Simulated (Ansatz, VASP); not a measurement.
# BP in VASP and in Ansatz

INCAR

```
ALGO = Normal ; EDIFF = 1E-7
ENCUT = 520 ; GGA = PS
ISIF = 2 ; ISMEAR = -1
LASPH = True ; LCHARG = True
LELF = True ; LREAL = False
LVHAR = True ; LWAVE = False
NBANDS = 11 ; NELM = 80
PREC = Accurate ; SIGMA = 0.05
```

Contents of KPOINTS:

```
k-points
0
Gamma
  10 10 10
```

Contents of POSCAR:

```
BP
1.0
    0.0000000000      2.2690000000      2.2690000000
    2.2690000000      0.0000000000      2.2690000000
    2.2690000000      2.2690000000      0.0000000000
P B
1 1
Direct
    0.7500000000      0.7500000000      0.7500000000
    0.0000000000      0.0000000000      0.0000000000
```

Contents of input.yaml:

```yaml
crystal:
  lattice:
    - [0.0, 2.269, 2.269]
    - [2.269, 0.0, 2.269]
    - [2.269, 2.269, 0.0]
  atoms:
    - { symbol: P, position: [0.75, 0.75, 0.75] }
    - { symbol: B, position: [0.0, 0.0, 0.0] }
kpoints:
  mp_grid: { grid: [10, 10, 10] }
  band_path:
    path:
      - [0.0, 0.0, 0.0]
      - [0.5, 0.0, 0.5]
      - [0.5, 0.25, 0.75]
      - [0.375, 0.375, 0.75]
      - [0.0, 0.0, 0.0]
      - [0.5, 0.5, 0.5]
      - [0.625, 0.25, 0.625]
      - [0.5, 0.25, 0.75]
    npoints: 6
scf:
  occupations: { method: fermi_dirac, width: 0.05 }
hamiltonian:
  xc: pbesol
  pseudopotentials: { kind: all_electron, lapw: { basis_error: 0.001 } }
output:
  forces: true
  stress: true
  eigenvalues: true
```

Alike in both runs: functional PBEsol; k mesh 10 × 10 × 10; occupations fermi-dirac, width 0.05 eV; no spin polarisation.

|  | VASP | Ansatz |
| --- | --- | --- |
| version | VASP 6.6.1 | Ansatz 0.2.0 |
| potentials or method | VASP PAW PBE potentials, release 64 (P, B) | all-electron LAPW, scalar-relativistic |
| plane-wave cutoff (eV) | 520 | see its input |
| task | single point | band structure |

Ansatz gave:

* gap on the k mesh at the Fermi level (eV): 1.14
* least direct gap on the mesh (eV): 3.37
* pressure (GPa): -2.0

**Question.** Which values does VASP return?

**Answer.** gap on the k mesh at the Fermi level (eV): 1.13; least direct gap on the mesh (eV): 3.36; pressure (GPa): -1.9.

Ansatz ran all-electron here, so the differences hold the error of VASP's frozen core and of both bases.

Caveats: the PAW data sets were made with another functional, which shifts forces and pressure a little (VASP). A k mesh can miss the band edges.
